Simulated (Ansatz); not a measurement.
# Si2Mo: strong compression

How does Si2Mo (MoSi2 type) answer strong compression, and how long do frozen cores keep up with all electrons? Methods of the runs shown: LAPW, crystal datasets and norm-conserving. Companion runs by PAW are cited. Its runs: the reference run (LAPW); volume scaled by 1 (crystal datasets and norm-conserving); volume scaled by 0.94 (LAPW and norm-conserving); volume scaled by 0.88 (LAPW); volume scaled by 0.8 (LAPW); volume scaled by 0.72 (LAPW and norm-conserving); volume scaled by 0.62 (LAPW, crystal datasets and norm-conserving).

Program: Ansatz 0.2.0. Level of theory: DFT PBE, with the methods named in each step. These are calculated values, not measurements.

## (1) The starting structure

It takes space group I4/mmm (No. 139, tetragonal). The conventional cell has a = 3.217 Å, b = 3.217 Å, c = 7.874 Å, α = 90.00°, β = 90.00°, γ = 90.00°. Mo (site symmetry 4/mmm) has 10 Si at 2.62 to 2.64 Å as nearest neighbours. Around Si (site symmetry 4mm) lie 5 Si at 2.60 to 2.64 Å and 5 Mo at 2.62 to 2.64 Å.

Structure file:

```xyz
3
Lattice="-1.6083 1.6083 3.9371 1.6083 -1.6083 3.9371 1.6083 1.6083 -3.9371" Properties=species:S:1:pos:R:3 pbc="T T T"
Mo    0.0000    0.0000    0.0000
Si    0.0000    0.0000    2.6384
Si    0.0000    0.0000   -2.6384
```

Whether this phase is the stable one at these pressures isn't tested.

Atoms are numbered in the order of the input: Mo1, Si2, Si3.

## (2) The reference volume, LAPW

The input, input.yaml:

```yaml
crystal:
  lattice:
    - [-1.608256167, 1.608256167, 3.9371062545]
    - [1.608256167, -1.608256167, 3.9371062545]
    - [1.608256167, 1.608256167, -3.9371062545]
  atoms:
    - { symbol: Mo, position: [0.0, 0.0, 0.0] }
    - { symbol: Si, position: [0.33506325, 0.33506325, 0.0] }
    - { symbol: Si, position: [-0.33506325, -0.33506325, 0.0] }
kpoints:
  mp_grid: { grid: [14, 14, 14] }
  band_path:
    path:
      - [0.0, 0.0, 0.0]
      - [0.0, 0.0, 0.5]
      - [0.25, 0.25, 0.25]
      - [0.0, 0.5, 0.0]
      - [0.0, 0.0, 0.0]
      - [0.5, 0.5, -0.5]
      - [0.2917153785, 0.7082846215, -0.2917153785]
      - [-0.2917153785, 0.2917153785, 0.2917153785]
      - [0.0, 0.0, 0.0]
    npoints: 14
scf:
  occupations: { method: fermi_dirac, width: 0.1 }
hamiltonian:
  xc: pbe
  pseudopotentials: { kind: all_electron, lapw: { basis_error: 0.001 } }
output:
  forces: true
  stress: true
  eigenvalues: true
  populations: true
  dos: { projected: true, de: 0.2, e_range: [-14, 8] }
```

Started as:

```bash
$ ansatz run input.yaml --threads 1 --pin off --max-ram 3072MiB --backend cpu --events-out ev --progress --plain --runs-dir out
```

Standard output:

```text
Mo: projections on atomic orbitals take those of the free atom 1s2 2s2 2p6 3s2 3p6 3d10 4s2 4p6 4d5 5s1, of charge +0.00 (hamiltonian.pseudopotentials.projection_atoms)
Si: projections on atomic orbitals take those of the free atom 1s2 2s2 2p6 3s2 3p2, of charge +0.00 (hamiltonian.pseudopotentials.projection_atoms)
LAPW: plane waves up to 7.638 Å⁻¹, error target 1.0e-3 eV per atom; small_component_spin mean_spin; Si in spheres of 1.171 Å, 12 of its electrons in bands, Dirac shells []; Mo in spheres of 1.448 Å, 24 of its electrons in bands, Dirac shells []
Engine: ansatz 0.2.0
Pseudopotentials: kind: all_electron
Pseudopotential: Mo, LAPW, valence charge 24, Koelling and Harmon's equation, gaussian nucleus
Pseudopotential: Si, LAPW, valence charge 12, Koelling and Harmon's equation, gaussian nucleus
Functional definition: PBE
  parameter kappa = 0.804
  parameter beta = 0.06672455060314922
  exchange = pbe_x(kappa = kappa, mu = beta*pi^2/3)
  correlation = pbe_c(beta = beta)
Crystal: 3 atoms, lattice volume = 40.733 Å³
Basis set: ecut = 222.28271891055456 eV, 309 PW (Γ), FFT grids on a1+a3, a2+a3, a3, exchange–correlation at level 2
Bands: 29, of which v1, the nominal top of the filled ones, is band 24 counted from 1 (23 counted from 0)
Symmetry: 16 space group operations
Space group: I4/mmm (ITA 139), of the structure as read, at distance tolerance 3.4e-5 Å
k-points: 244 of 2744
Non-local potential: Mo, projectors of the file, none
Non-local potential: Si, projectors of the file, none
Initial density: superposition of atomic densities (chi_scale 0.1, normalization cell, long waves kept (reshape's long-wave potential 0.00 eV rms))
Initial wavefunctions: plane waves of lowest kinetic energy (no species holds an atomic orbital)
Functional: x = pbe(κ = 0.804, μ = 0.2195149727645171), c = pbe(β = 0.06672455060314922)
iter 1 solved again at ethr=1.82e-3 eV; its pass at ethr=1.00e-1 eV (dr2=8.72e-1 eV) is discarded
SCF iter   1: F=—  HF=-125964.713372 eV  |F-HF|=—  |Δ(HF+E_count)|=         —  Δρ=4.27e-2  dr2=8.74e-1  ethr=1.82e-3  ⟨swp⟩=2.0  Hψ=46953  notcnv=0
preconditioner: auto → Kerker (q_TF=auto, 2.804 Å⁻¹)  [metal: Δε(μ)=0.030 eV  Ē_g=8.461 eV  σ=0.100 eV  W_gap=0.08  n_scr=14 (ndim 8)  ℏωp=21.8 eV  f_vac=0.000  D(μ)=0.50/eV (n_scr^D=0)]
SCF iter   2: F=—  HF=-125964.165939 eV  |F-HF|=—  |Δ(HF+E_count)|=   5.47e-1  Δρ=2.93e-2  dr2=6.93e-1  ethr=1.82e-3  ⟨swp⟩=3.0  Hψ=21810  notcnv=0
SCF iter   3: F=—  HF=-125963.893522 eV  |F-HF|=—  |Δ(HF+E_count)|=   2.72e-1  Δρ=1.42e-2  dr2=7.09e-2  ethr=1.44e-3  ⟨swp⟩=2.0  Hψ=19930  notcnv=0
SCF iter   4: F=—  HF=-125963.872453 eV  |F-HF|=—  |Δ(HF+E_count)|=         —  Δρ=3.87e-3  dr2=1.13e-2  ethr=1.48e-4  ⟨swp⟩=2.0  Hψ=20074  notcnv=0
the basis was enlarged: its passes take 442.6 KiB over the memory plan, 1 of 1 planned eigensolver slots
SCF iter   5: F=—  HF=-125963.872045 eV  |F-HF|=—  |Δ(HF+E_count)|=   4.07e-4  Δρ=2.17e-3  dr2=3.11e-3  ethr=2.35e-5  ⟨swp⟩=2.2  Hψ=20120  notcnv=0
SCF iter   6: F=—  HF=-125963.870343 eV  |F-HF|=—  |Δ(HF+E_count)|=   1.70e-3  Δρ=1.08e-3  dr2=7.90e-4  ethr=6.47e-6  ⟨swp⟩=2.0  Hψ=20065  notcnv=0
iter 7 solved again at ethr=8.79e-8 eV; its pass at ethr=1.65e-6 eV (dr2=4.22e-5 eV) is discarded
SCF iter   7: F=—  HF=-125963.869812 eV  |F-HF|=—  |Δ(HF+E_count)|=   5.31e-4  Δρ=2.49e-4  dr2=4.22e-5  ethr=8.79e-8  ⟨swp⟩=2.0  Hψ=34540  notcnv=0
SCF iter   8: F=—  HF=-125963.869786 eV  |F-HF|=—  |Δ(HF+E_count)|=   2.60e-5  Δρ=3.59e-5  dr2=8.83e-7  ethr=8.79e-8  ⟨swp⟩=2.0  Hψ=20062  notcnv=0
SCF iter   9: F=—  HF=-125963.869786 eV  |F-HF|=—  |Δ(HF+E_count)|=   7.09e-8  Δρ=1.51e-5  dr2=2.11e-7  ethr=1.84e-9  ⟨swp⟩=2.0  Hψ=20064  notcnv=0
SCF iter  10: F=-125963.869786 eV  HF=-125963.869786 eV  |F-HF|=1.38e-8  |Δ(HF+E_count)|=   5.12e-8  Δρ=3.37e-6  dr2=9.56e-9  ethr=4.39e-10  ⟨swp⟩=2.0  Hψ=20062  notcnv=0
SCF 1 converged in 10 iterations: F = -125963.869786 eV  dr2 = 9.56e-9
NSCF: frozen V_eff on 113 k-points
SCF converged after 10 iterations
Free energy (F): -125963.869786 eV
Harris-Foulkes:  -125963.869786 eV  (|F-HF|=1.38e-8)
Internal energy: -125963.859411 eV  (E = F + TS)
E sigma→0 (E₀):  -125963.864599 eV
Entropy (-TS):   -0.010375 eV (-3.458 meV/atom)
Fermi energy:    17.850987 eV
--- Per-component energies (eV) ---
  E_band       = -3338.101949
  E_kinetic    = 130007.006719
  E_xc         = -4511.676781
  E_electrostatic = -251459.189349  (all electrons and nuclei)
  E_smearing   = -0.010375  (= −TS)
  E_closure    = 0.000000  (closes the sum)
  E_atoms      = -125940.636991  (free atoms, spherical and without spin; not in F)
  Σ components = -125963.869786   (vs F -125963.869786, Δ=0.00e0)
  Basis errors (estimates in eV, not in F): energy 3.2e-4 per atom: plane waves 2.8e-4 (1.5e-4 summed), levels above the bands 6.5e-24, relativity 2.8e-8, radial functions 4.3e-5, core shells 8.6e-7; eigenvalues (radial functions only) 1.7e-6; not estimated: angular momenta, meshes, grids; target (lapw.basis_error) 1.0e-3; muffin-tin radii Si 1.171 Å, Mo 1.448 Å
--- Forces (eV/Å), atoms counted from 1 ---
  atom   1  Mo     0.00000000     0.00000000     0.00000000
  atom   2  Si    -0.00000000     0.00000000    -0.00020853
  atom   3  Si     0.00000000     0.00000000     0.00020853
  max |Σ_I F_I| component: 4.34e-19 eV/Å
--- Stress (GPa, compression-positive) ---
        0.073840       0.000000      -0.000000
        0.000000       0.073840       0.000000
       -0.000000       0.000000       0.067809
  P = ⅓ Tr σ = 0.0718 GPa (0.718 kbar)
--- Band table (eV; the first three rows and the last of 244) ---
  k-point 0: bands = ["-199.5387", "-199.5170", "-199.5096", "-199.4993", "-199.4993", "-116.6114", "-116.6097", "-72.6620", "-72.6620", "-72.6578", "-72.6578", "-72.6491", "-72.6420", "-42.8800", "-17.0199", "-16.9480", "-16.9480", "4.5334", "11.5491", "14.4279", "14.8668", "15.2723", "15.2723", "18.2149", "20.9295", "21.1016", "21.3298", "21.3298", "21.8824"]
  k-point 1: bands = ["-199.5387", "-199.5170", "-199.5096", "-199.4993", "-199.4993", "-116.6114", "-116.6097", "-72.6620", "-72.6617", "-72.6581", "-72.6578", "-72.6490", "-72.6421", "-42.8783", "-17.0175", "-16.9599", "-16.9582", "4.6896", "11.6874", "13.9088", "14.8858", "14.9080", "15.8454", "17.6355", "20.4590", "21.1526", "21.3524", "21.4033", "22.2026"]
  k-point 2: bands = ["-199.5387", "-199.5170", "-199.5096", "-199.4993", "-199.4993", "-116.6113", "-116.6098", "-72.6621", "-72.6612", "-72.6590", "-72.6578", "-72.6487", "-72.6422", "-42.8735", "-17.0109", "-16.9923", "-16.9867", "5.1465", "12.0495", "13.2767", "14.0384", "15.0404", "16.4131", "16.4581", "20.0146", "21.1350", "21.5453", "21.5706", "22.4437"]
  k-point 243: bands = ["-199.5387", "-199.5170", "-199.5096", "-199.4993", "-199.4993", "-116.6110", "-116.6101", "-72.6623", "-72.6623", "-72.6575", "-72.6575", "-72.6464", "-72.6448", "-42.8794", "-17.0426", "-16.9496", "-16.9496", "6.4033", "7.8254", "14.4010", "15.7045", "17.2875", "17.2875", "17.3721", "17.3721", "18.3454", "22.5408", "22.8446", "23.8843"]
--- Löwdin populations: 3 sites ---
  site symbol       q [e]
     0     Mo     42.0722
     1     Si     13.8661
     2     Si     13.8661
  spilling = 0.002794 (of n_electrons = 70.000000)
```

Wall time 66 s (1 thread of Intel Xeon Platinum 8488C (Sapphire Rapids), shared host); peak memory 0.83 GiB.

In short: pressure 0.07 GPa; no gap.

At the corners of the path (eV, zero at the Fermi level):

```csv
point,band 21,band 22,band 23,band 24,band 25,band 26,band 27
Γ,-2.98,-2.58,-2.58,0.36,3.08,3.25,3.48
X,-5.20,-4.38,-2.99,-1.21,2.27,2.67,3.10
P,-6.14,-2.70,-2.05,-2.05,0.27,2.27,3.99
N,-4.45,-2.54,-2.52,-0.49,2.22,3.08,3.97
Γ,-2.98,-2.58,-2.58,0.36,3.08,3.25,3.48
M,-2.15,-0.56,-0.56,-0.48,-0.48,0.49,4.69
S,-2.74,-2.45,-2.23,-0.39,1.52,3.01,3.62
S0,-2.74,-2.45,-2.23,-0.39,1.52,3.01,3.62
Γ,-2.98,-2.58,-2.58,0.36,3.08,3.25,3.48
```

States per cell, counted by energy window (eV from the Fermi level, on a grid of 0.20 eV):

```csv
from,to,total,Mo 4d,Si 3p,Si 3s
-10,-9,0.76,0.12,0.22,0.37
-9,-8,0.93,0.19,0.28,0.41
-8,-7,0.66,0.17,0.23,0.24
-7,-6,0.53,0.15,0.26,0.10
-6,-5,1.26,0.30,0.84,0.06
-5,-4,0.84,0.26,0.41,0.12
-4,-3,1.52,0.70,0.55,0.17
-3,-2,3.43,1.97,1.17,0.16
-2,-1,2.05,1.10,0.80,0.07
-1,0,0.78,0.64,0.11,0.01
0,1,0.51,0.28,0.14,0.06
1,2,1.48,0.82,0.37,0.20
2,3,2.12,1.09,0.54,0.35
3,4,1.86,0.60,0.57,0.25
4,5,1.96,0.46,0.73,0.23
```

## (3) Volume scaled by 1, crystal datasets

The input, input.yaml:

```yaml
crystal:
  lattice:
    - [-1.608256167, 1.608256167, 3.9371062545]
    - [1.608256167, -1.608256167, 3.9371062545]
    - [1.608256167, 1.608256167, -3.9371062545]
  atoms:
    - { symbol: Mo, position: [0.0, 0.0, 0.0] }
    - { symbol: Si, position: [0.33506325, 0.33506325, 0.0] }
    - { symbol: Si, position: [-0.33506325, -0.33506325, 0.0] }
kpoints:
  mp_grid: { grid: [14, 14, 14] }
scf:
  occupations: { method: fermi_dirac, width: 0.1 }
hamiltonian:
  xc: pbe
  pseudopotentials: { kind: all_electron, datasets: crystal }
output:
  forces: true
  stress: true
  eigenvalues: true
```

Started as:

```bash
$ ansatz run input.yaml --threads 1 --pin off --max-ram 3072MiB --backend cpu --events-out ev --progress --plain --runs-dir out
```

Standard output (excerpt; [...] marks lines left out):

```text
[...]
[... 1 set-up line as earlier in the session ...]
Pseudopotential: Mo, paw, valence charge 14, recommended cutoff 300 eV (normal), Koelling and Harmon's equation, gaussian nucleus
Pseudopotential: Si, paw, valence charge 4, recommended cutoff 300 eV (normal), Koelling and Harmon's equation, gaussian nucleus
[... 1 set-up line as earlier in the session ...]
[...]
Crystal: 3 atoms, lattice volume = 40.733 Å³
[...]
--- Stress (GPa, compression-positive) ---
        0.073653       0.000000       0.000000
        0.000000       0.073653      -0.000000
        0.000000      -0.000000       0.068141
  P = ⅓ Tr σ = 0.0718 GPa (0.718 kbar)
  It holds what live shells' own plane waves past their cutoff add
--- Band table (eV; the first three rows and the last of 244) ---
  k-point 0: bands = ["4.5334", "11.5491", "14.4279", "14.8667", "15.2723", "15.2723", "18.2148", "20.9296", "21.1016", "21.3299"]
[...]
```

It took 19 s on 1 thread of Intel Xeon Platinum 8488C (Sapphire Rapids), shared host; peak memory 0.71 GiB.

Result: pressure 0.07 GPa; no gap.

## (4) Volume scaled by 1, norm-conserving

Edit input.yaml of step 3 so:

```diff
@@ -15,3 +15,3 @@
   xc: pbe
-  pseudopotentials: { kind: all_electron, datasets: crystal }
+  pseudopotentials: { kind: nc }
 output:
```

Started as:

```bash
$ ansatz run input.yaml --threads 1 --pin off --max-ram 3072MiB --backend cpu --events-out ev --progress --plain --runs-dir out
```

Standard output (excerpt; [...] marks lines left out):

```text
[...]
Pseudopotentials: kind: nc
Pseudopotential: Mo, nc, valence charge 14, recommended cutoff 1088.45545 eV (normal), Mo.nc.azcp
Pseudopotential: Si, nc, valence charge 4, recommended cutoff 489.804952 eV (normal), Si.nc.azcp
[... 1 set-up line as earlier in the session ...]
[...]
Crystal: 3 atoms, lattice volume = 40.733 Å³
[...]
  atom   3  Si    -0.00000000    -0.00000000     0.00285196
[...]
--- Stress (GPa, compression-positive) ---
        0.090400       0.000000      -0.000000
        0.000000       0.090400       0.000000
        0.000000       0.000000       0.097133
  P = ⅓ Tr σ = 0.0926 GPa (0.926 kbar)
--- Band table (eV; the first three rows and the last of 244) ---
  k-point 0: bands = ["-44.8694", "-19.0116", "-18.9405", "-18.9405", "2.5296", "9.5471", "12.4275", "12.8640", "13.2714", "13.2714", "16.2164", "18.9303", "19.1017", "19.3317", "19.3317"]
[...]
```

It took 27 s on 1 thread of Intel Xeon Platinum 8488C (Sapphire Rapids), shared host; peak memory 0.69 GiB.

Result: pressure 0.09 GPa; no gap.

## (5) Volume scaled by 0.94, LAPW

The input, input.yaml:

```yaml
crystal:
  lattice:
    - [-1.573142897, 1.573142897, 3.8679343357]
    - [1.573142897, -1.573142897, 3.8679343357]
    - [1.573142897, 1.573142897, -3.8679343357]
  atoms:
    - { symbol: Mo, position: [0.0, 0.0, 0.0] }
    - { symbol: Si, position: [0.3341729077, 0.3341729077, 0.0] }
    - { symbol: Si, position: [-0.3341729077, -0.3341729077, 0.0] }
kpoints:
  mp_grid: { grid: [14, 14, 14] }
scf:
  occupations: { method: fermi_dirac, width: 0.1 }
hamiltonian:
  xc: pbe
  pseudopotentials: { kind: all_electron, lapw: { basis_error: 0.001 } }
output:
  forces: true
  stress: true
  eigenvalues: true
  populations: true
```

Started as:

```bash
$ ansatz run input.yaml --threads 1 --pin off --max-ram 3072MiB --backend cpu --events-out ev --progress --plain --runs-dir out
```

Standard output (excerpt; [...] marks lines left out):

```text
Mo: projections on atomic orbitals take those of the free atom 1s2 2s2 2p6 3s2 3p6 3d10 4s2 4p6 4d5 5s1, of charge +0.00 (hamiltonian.pseudopotentials.projection_atoms)
Si: projections on atomic orbitals take those of the free atom 1s2 2s2 2p6 3s2 3p2, of charge +0.00 (hamiltonian.pseudopotentials.projection_atoms)
[...]
--- Stress (GPa, compression-positive) ---
       14.541507       0.000000       0.000000
        0.000000      14.541507      -0.000000
        0.000000      -0.000000      14.543521
  P = ⅓ Tr σ = 14.5422 GPa (145.422 kbar)
--- Band table (eV; the first three rows and the last of 244) ---
[...]
--- Löwdin populations: 3 sites ---
  site symbol       q [e]
     0     Mo     42.1233
     1     Si     13.8374
     2     Si     13.8374
  spilling = 0.002883 (of n_electrons = 70.000000)
```

It took 53 s on 1 thread of Intel Xeon Platinum 8488C (Sapphire Rapids), shared host; peak memory 0.91 GiB.

Result: pressure 14.54 GPa; no gap.

## (6) Volume scaled by 0.94, norm-conserving

Edit input.yaml of step 5 so:

```diff
@@ -15,3 +15,3 @@
   xc: pbe
-  pseudopotentials: { kind: all_electron, lapw: { basis_error: 0.001 } }
+  pseudopotentials: { kind: nc }
 output:
@@ -20,2 +20 @@
   eigenvalues: true
-  populations: true
```

Started as:

```bash
$ ansatz run input.yaml --threads 1 --pin off --max-ram 3072MiB --backend cpu --events-out ev --progress --plain --runs-dir out
```

Standard output (excerpt; [...] marks lines left out):

```text
[...]
[... 4 set-up lines as earlier in the session ...]
[...]
Crystal: 3 atoms, lattice volume = 38.289 Å³
[...]
--- Stress (GPa, compression-positive) ---
       14.547247      -0.000000       0.000000
       -0.000000      14.547247      -0.000000
        0.000000      -0.000000      14.564627
  P = ⅓ Tr σ = 14.5530 GPa (145.530 kbar)
--- Band table (eV; the first three rows and the last of 244) ---
  k-point 0: bands = ["-43.6080", "-17.8035", "-17.6836", "-17.6836", "3.2121", "10.3529", "13.6468", "13.7626", "14.2810", "14.2810", "17.4690", "20.0303", "20.4995", "20.7832", "20.7832"]
[...]
```

Run time: 23 s. Hardware: 1 thread of Intel Xeon Platinum 8488C (Sapphire Rapids), shared host; peak memory 0.62 GiB.

Result: pressure 14.55 GPa; no gap; largest force 0.004 eV/Å.

## (7) Volume scaled by 0.88, LAPW

The input, input.yaml:

```yaml
crystal:
  lattice:
    - [-1.5362803461, 1.5362803461, 3.796901314]
    - [1.5362803461, -1.5362803461, 3.796901314]
    - [1.5362803461, 1.5362803461, -3.796901314]
  atoms:
    - { symbol: Mo, position: [0.0, 0.0, 0.0] }
    - { symbol: Si, position: [0.3333415593, 0.3333415593, 0.0] }
    - { symbol: Si, position: [-0.3333415593, -0.3333415593, 0.0] }
kpoints:
  mp_grid: { grid: [14, 14, 14] }
scf:
  occupations: { method: fermi_dirac, width: 0.1 }
hamiltonian:
  xc: pbe
  pseudopotentials: { kind: all_electron, lapw: { basis_error: 0.001 } }
output:
  forces: true
  stress: true
  eigenvalues: true
  populations: true
```

Started as:

```bash
$ ansatz run input.yaml --threads 1 --pin off --max-ram 3072MiB --backend cpu --events-out ev --progress --plain --runs-dir out
```

Standard output (excerpt; [...] marks lines left out):

```text
Mo: projections on atomic orbitals take those of the free atom 1s2 2s2 2p6 3s2 3p6 3d10 4s2 4p6 4d5 5s1, of charge +0.00 (hamiltonian.pseudopotentials.projection_atoms)
Si: projections on atomic orbitals take those of the free atom 1s2 2s2 2p6 3s2 3p2, of charge +0.00 (hamiltonian.pseudopotentials.projection_atoms)
[...]
--- Stress (GPa, compression-positive) ---
       34.588583       0.000000       0.000000
        0.000000      34.588583      -0.000000
        0.000000      -0.000000      34.584338
  P = ⅓ Tr σ = 34.5872 GPa (345.872 kbar)
--- Band table (eV; the first three rows and the last of 244) ---
[...]
--- Löwdin populations: 3 sites ---
  site symbol       q [e]
     0     Mo     42.1804
     1     Si     13.8055
     2     Si     13.8055
  spilling = 0.002979 (of n_electrons = 70.000000)
```

Run time: 54 s. Hardware: 1 thread of Intel Xeon Platinum 8488C (Sapphire Rapids), shared host; peak memory 0.92 GiB.

Result: pressure 34.59 GPa; no gap.

## (8) Volume scaled by 0.8, LAPW

The input, input.yaml:

```yaml
crystal:
  lattice:
    - [-1.4840997855, 1.4840997855, 3.6987192604]
    - [1.4840997855, -1.4840997855, 3.6987192604]
    - [1.4840997855, 1.4840997855, -3.6987192604]
  atoms:
    - { symbol: Mo, position: [0.0, 0.0, 0.0] }
    - { symbol: Si, position: [0.3323007741, 0.3323007741, 0.0] }
    - { symbol: Si, position: [-0.3323007741, -0.3323007741, 0.0] }
kpoints:
  mp_grid: { grid: [14, 14, 14] }
  band_path:
    path:
      - [0.0, 0.0, 0.0]
      - [0.0, 0.0, 0.5]
      - [0.25, 0.25, 0.25]
      - [0.0, 0.5, 0.0]
      - [0.0, 0.0, 0.0]
      - [0.5, 0.5, -0.5]
      - [0.2902497767, 0.7097502233, -0.2902497767]
      - [-0.2902497767, 0.2902497767, 0.2902497767]
      - [0.0, 0.0, 0.0]
    npoints: 8
scf:
  occupations: { method: fermi_dirac, width: 0.1 }
hamiltonian:
  xc: pbe
  pseudopotentials: { kind: all_electron, lapw: { basis_error: 0.001 } }
output:
  forces: true
  stress: true
  eigenvalues: true
  populations: true
  dos: { projected: true, de: 0.2, e_range: [-14, 8] }
```

Started as:

```bash
$ ansatz run input.yaml --threads 1 --pin off --max-ram 3072MiB --backend cpu --events-out ev --progress --plain --runs-dir out
```

Standard output (excerpt; [...] marks lines left out):

```text
Mo: projections on atomic orbitals take those of the free atom 1s2 2s2 2p6 3s2 3p6 3d10 4s2 4p6 4d5 5s1, of charge +0.00 (hamiltonian.pseudopotentials.projection_atoms)
Si: projections on atomic orbitals take those of the free atom 1s2 2s2 2p6 3s2 3p2, of charge +0.00 (hamiltonian.pseudopotentials.projection_atoms)
[...]
--- Stress (GPa, compression-positive) ---
       73.933386       0.000000       0.000000
        0.000000      73.933386       0.000000
        0.000000       0.000000      73.860944
  P = ⅓ Tr σ = 73.9092 GPa (739.092 kbar)
--- Band table (eV; the first three rows and the last of 244) ---
[...]
--- Löwdin populations: 3 sites ---
  site symbol       q [e]
     0     Mo     42.2676
     1     Si     13.7568
     2     Si     13.7568
  spilling = 0.003126 (of n_electrons = 70.000000)
```

Run time: 57 s. Hardware: 1 thread of Intel Xeon Platinum 8488C (Sapphire Rapids), shared host; peak memory 0.92 GiB.

This run gives: pressure 73.91 GPa; no gap; largest force 0.005 eV/Å.

[end of part 1 of 2]
